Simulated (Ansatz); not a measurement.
## AlO under changes of volume

One of the cells (10.618 Å³/atom); the others are scaled copies at fixed shape and fractional positions:

```
Al O
1.0
     2.76919    0.00000    0.00000
     0.00000    2.76919    0.00000
     0.00000    0.00000    2.76919
Al O
1 1
Direct
  0.50000 0.50000 0.50000
  0.00000 0.00000 0.00000
```

The cell was built by a generator and needn't be a form met in nature.

| Quantity | Value |
| --- | --- |
| Program | Ansatz 0.2.0 |
| Functional | PBE |
| Potentials or basis | SPMS NC |
| Cutoff | 1034 eV (not typed: the program's choice for these potentials) |
| k mesh | 10 × 10 × 10 |
| Occupations | fermi-dirac, width 0.05 eV |
| Spin | no spin polarisation |

| volume (Å³/atom) | energy over the lowest point (meV/atom) | pressure (GPa) |
| --- | --- | --- |
| 9.981 | 15.62 | 8.7 |
| 10.193 | 6.39 | 5.4 |
| 10.405 | 1.32 | 2.4 |
| 10.618 | 0.00 | -0.3 |
| 10.830 | ? | ? |
| 11.042 | 7.44 | -5.0 |
| 11.255 | 15.60 | -7.1 |

**Question.** What does the run at 10.830 Å³/atom give?

**Answer.** Energy over the lowest point 2.16 meV/atom; pressure -2.8 GPa.

Worked out: A Birch-Murnaghan fit of order 3 (a polynomial in V^(-2/3)) to the other rows has its minimum at 10.59 Å³/atom with B0 = V·E''(V) = 131 GPa and B' = 3.7. It gives 2.16 meV/atom at 10.830 Å³/atom, against the run's 2.16, and -dE/dV = -2.8 GPa, against -2.8.

Energies are extrapolated to zero smearing.

Caveats: an odd number of electrons without spin polarisation forces a metal; a magnetic or distorted state may lie lower.
